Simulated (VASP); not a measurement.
# W (Im-3m) in VASP: relaxation of cell and atoms with PBE

Aim: the relaxation of cell and atoms of W with PBE.

Everything below comes from runs of VASP 6.6.1. Logs are shortened: lines on timing, memory, paths and dates and some standing lists are left out, and cuts for length are marked.

### 1 The crystal as given

Symmetry: Im-3m, No. 229, cubic system. The conventional cell has a = 3.180 Å, b = 3.180 Å, c = 3.180 Å, α = 90.00°, β = 90.00°, γ = 90.00°. Around W (site symmetry m-3m) lie 8 W at 2.75 Å.

The cell was built by a generator and needn't be a form met in nature.

### 2 Relaxation of cell and atoms, PBE

File INCAR:

```
  PREC = Accurate
  ENCUT = 600
  EDIFF = 1E-6
  ISMEAR = 1
  SIGMA = 0.2
  LREAL = F
  LASPH = T
  NELM = 100
  ALGO = Normal
  ISIF = 3
  LWAVE = F
  LCHARG = F
  GGA = PE
  IBRION = 2
  NSW = 40
  EDIFFG = -0.01
  KPAR = 4
```

File KPOINTS:

```
regular mesh
0
Gamma
  16 16 16
```

File POSCAR:

```
W
1.0
   -1.5900000000      1.5900000000      1.5900000000
    1.5900000000     -1.5900000000      1.5900000000
    1.5900000000      1.5900000000     -1.5900000000
W
1
Direct
    0.0000000000      0.0000000000      0.0000000000
```

Potentials or basis: VASP PAW PBE potentials, release 64 (W_sv).

Command:

```bash
$ cat potpaw_PBE.64/W_sv/POTCAR > POTCAR
$ mpirun -np 4 vasp_std > vasp.out
```

OUTCAR:

```text
PREC = Accurate
   ENCUT = 600
   EDIFF = 1E-6
   ISMEAR = 1
   LREAL = F
   LASPH = T
   NELM = 100
   ISIF = 3
   GGA = PE
   IBRION = 2
   NSW = 40
   EDIFFG = -0.01

 ion  position               nearest neighbor table
   1  0.000  0.000  0.000-

  LATTYP: Found a body centered cubic cell.
 ALAT       =     3.1800000000

  Lattice vectors:

 A1 = (  -1.5900000000,   1.5900000000,   1.5900000000)
 A2 = (   1.5900000000,  -1.5900000000,   1.5900000000)
 A3 = (   1.5900000000,   1.5900000000,  -1.5900000000)

Analysis of symmetry for initial positions (statically):
=====================================================================
 Subroutine PRICEL returns:
 Original cell was already a primitive cell.

 Routine SETGRP: Setting up the symmetry group for a
 body centered cubic supercell.

 Subroutine GETGRP returns: Found 48 space group operations
 (whereof 48 operations were pure point group operations)
 out of a pool of 48 trial point group operations.

The static configuration has the point symmetry O_h .

Analysis of symmetry for dynamics (positions and initial velocities):
=====================================================================
 Subroutine PRICEL returns:
 Original cell was already a primitive cell.

 Routine SETGRP: Setting up the symmetry group for a
 body centered cubic supercell.

 Subroutine GETGRP returns: Found 48 space group operations
 (whereof 48 operations were pure point group operations)
 out of a pool of 48 trial point group operations.

The dynamic configuration has the point symmetry O_h .

 Subroutine INISYM returns: Found 48 space group operations
 (whereof 48 operations are pure point group operations),
 and found     1 'primitive' translations

----------------------------------------------------------------------------------------

                                     Primitive cell

  volume of cell :      16.0787

  direct lattice vectors                    reciprocal lattice vectors
    -1.590000000  1.590000000  1.590000000     0.000000000  0.314465409  0.314465409
     1.590000000 -1.590000000  1.590000000     0.314465409  0.000000000  0.314465409
     1.590000000  1.590000000 -1.590000000     0.314465409  0.314465409  0.000000000

  length of vectors
     2.753960784  2.753960784  2.753960784     0.444721246  0.444721246  0.444721246

  position of ions in fractional coordinates (direct lattice)
     0.000000000  0.000000000  0.000000000

[... 91 lines left out ...]
   EFERMI_NEDOS =   21; number of points for ismear=-14 and -15
   IALGO  =     38    algorithm
   IMIX   =      4    mixing-type and parameters
     AMIX     =   0.40;   BMIX     =  1.00
     AMIX_MAG =   1.60;   BMIX_MAG =  1.00
  volume/ion in A,a.u.               =      16.08       108.50
  Fermi-wavevector in a.u.,A,eV,Ry     =   1.563269  2.954150 33.250054  2.443810
  Thomas-Fermi vector in A             =   2.666065
   LORBIT       =      0    0 simple, 1 ext, 2 COOP (PROOUT), +10 PAW based schemes
   GGA     = PE    functional components
   LHFCALC =     F    Hartree Fock is set to
   AEXX    =    0.0000 exact exchange contribution
   IVDW    =     0    specifies the selected vdW correction
   LEPSILON=     F    determine dielectric tensor
   LRPA    =     F    only Hartree local field effects (RPA)
 conjugate gradient relaxation of ions
 non-spin polarized calculation
 Methfessel and Paxton  Order N= 1 SIGMA  =   0.20
  energy-cutoff  :      600.00
  volume of cell :       16.08
 maximum number of plane-waves:       555
 NGX is ok and might be reduce to    24
   NGX = 11   NGY = 11   NGZ = 11

--------------------------------------- Ionic step        1  -------------------------------------------

 number of electron      14.0000002 magnetization

 Free energy of the ion-electron system (eV)
  ---------------------------------------------------
  ext. energy  EPLUGINS =         0.00000000
  ---------------------------------------------------
  free energy    TOTEN  =       -12.95732923 eV

  energy without entropy =      -12.95574651  energy(sigma->0) =      -12.95680166

------------------------ aborting loop because EDIFF is reached ----------------------------------------

  FORCE on cell =-STRESS in cart. coord.  units (eV):
  Direction    XX          YY          ZZ          XY          YZ          ZX
  --------------------------------------------------------------------------------------
  -------------------------------------------------------------------------------------
  Total        0.1388980      0.1388980      0.1388980     -0.0000000     -0.0000000     -0.0000000
  in kB       13.8406093     13.8406093     13.8406093     -0.0000000     -0.0000000     -0.0000000
  external PRESSURE =      13.8406093 kB  Pullay stress =       0.0000000 kB
[... 57 lines left out ...]
--------------------------------------- Ionic step        3  -------------------------------------------

 number of electron      14.0000002 magnetization

 Free energy of the ion-electron system (eV)
  ---------------------------------------------------
  ext. energy  EPLUGINS =         0.00000000
  ---------------------------------------------------
  free energy    TOTEN  =       -12.95764454 eV

  energy without entropy =      -12.95600716  energy(sigma->0) =      -12.95709874

 E-fermi :  11.2095     XC(G=0): -13.5342

 val. band max:       11.1924591536   @ k =  -0.2500   0.3125   0.1250
 cond. band min:      11.2133625938   @ k =  -0.3125   0.3125   0.1875
 fundamental gap:      0.0209034401
 Fermi energy:        11.2095387930

 k-point     1 :       0.0000    0.0000    0.0000
  band No.  band energies     occupation
      1     -63.0332      2.00000
      2     -26.6223      2.00000
      3     -26.6223      2.00000
      4     -26.6223      2.00000
      5       1.6405      2.00000
      6       9.9761      2.00000
      7       9.9761      2.00000
      8       9.9761      2.00000
      9      13.3912     -0.00000
     10      13.3912     -0.00000
     11      25.6473      0.00000
[... 309 lines left out ...]
 k-point    24 :       0.2500    0.1875    0.0000
  band No.  band energies     occupation
      1     -62.9240      2.00000
      2     -27.5742      2.00000
      3     -27.0184      2.00000
      4     -26.7267      2.00000
      5       5.8931      2.00000
      6       8.1140      2.00000
      7       8.8868      2.00000
      8      12.7163     -0.00000
      9      14.2077     -0.00000
     10      16.3478      0.00000
     11      23.4255      0.00000

 [... further k-points ...]
[... 5 lines left out ...]
  --------------------------------------------------------------------------------------
  -------------------------------------------------------------------------------------
  Total       -0.0016905     -0.0016905     -0.0016905      0.0000000      0.0000000     -0.0000000
  in kB       -0.1676835     -0.1676835     -0.1676835      0.0000000      0.0000000     -0.0000000
  external PRESSURE =      -0.1676835 kB  Pullay stress =       0.0000000 kB
[... 16 lines left out ...]
  FREE ENERGIE OF THE ION-ELECTRON SYSTEM (eV)
  ---------------------------------------------------
  free  energy   TOTEN  =       -12.9576445365 eV

  energy  without entropy=      -12.9560071604  energy(sigma->0) =      -12.95709874

 reached required accuracy - stopping structural energy minimisation
```

OSZICAR:

```text
N       E                     dE             d eps       ncg     rms          rms(c)
DAV:   1     0.846360416803E+02    0.84636E+02   -0.85608E+03  3198   0.159E+03
DAV:   2    -0.118754416306E+02   -0.96511E+02   -0.93218E+02  3439   0.359E+02
[... 20 lines left out ...]
DAV:   1    -0.129900601875E+02   -0.36030E-01   -0.74439E-01  3280   0.136E+01    0.231E+00
DAV:   2    -0.129619835074E+02    0.28077E-01   -0.41573E-02  3262   0.280E+00    0.502E-01
DAV:   3    -0.129575557271E+02    0.44278E-02   -0.12310E-02  3322   0.147E+00    0.406E-01
DAV:   4    -0.129576515748E+02   -0.95848E-04   -0.31204E-04  3285   0.238E-01    0.404E-02
DAV:   5    -0.129576453887E+02    0.61860E-05   -0.26602E-05  3439   0.670E-02    0.283E-03
DAV:   6    -0.129576445365E+02    0.85226E-06   -0.27498E-07  1924   0.848E-03
   3 F= -.12957645E+02 E0= -.12957099E+02  d E =-.315306E-03
```

Wall time 32 s (4 MPI ranks of Intel Xeon Platinum 8175M at 2.50GHz (Skylake/Cascade Lake), shared host); peak memory 0.15 GiB.

Results:

| Quantity | Value |
| --- | --- |
| Free energy | -12.9576 eV |
| Relaxed volume | 16.15 Å³/atom |
| Relaxed cell | a = 2.758 Å, b = 2.758 Å, c = 2.758 Å, α = 109.47°, β = 109.47°, γ = 109.47° |
| Space group after relaxing (to 0.05 Å) | Im-3m (No. 229) |
| Energy gained by relaxing | 0.3 meV/atom |
| Ionic steps | 3 |
| Pressure after relaxing | 0.0 GPa |
| Band gap on the k mesh | none (metal or under the smearing width) |

The path:
```tsv
step	energy change (eV)	largest force (eV/Å)	pressure (GPa)	volume (Å³)
1	0.0000	0.0000	1.38	16.08
2	0.0033	0.0000	-4.52	16.40
3	-0.0003	0.0000	-0.02	16.15
```

Final structure:
```
W
1.0
    -1.59242    1.59242    1.59242
     1.59242   -1.59242    1.59242
     1.59242    1.59242   -1.59242
W
1
Cartesian
  0.0000 0.0000 0.0000
```

Levels at points of the mesh, in eV from the Fermi level:
```tsv
k point	band 3	band 4	band 5	band 6	band 7	band 8	band 9	band 10	band 11
(0.00, 0.00, 0.00)	-37.83	-37.83	-9.57	-1.23	-1.23	-1.23	2.18	2.18	14.44
(0.50, 0.00, 0.00)	-38.23	-37.84	-6.19	-3.51	0.58	2.06	3.02	5.95	10.74
(0.50, 0.50, 0.50)	-38.68	-38.68	-5.72	-5.72	5.00	5.00	5.00	8.06	8.06
```

The run has no spin-orbit coupling, so splittings on W are missing.
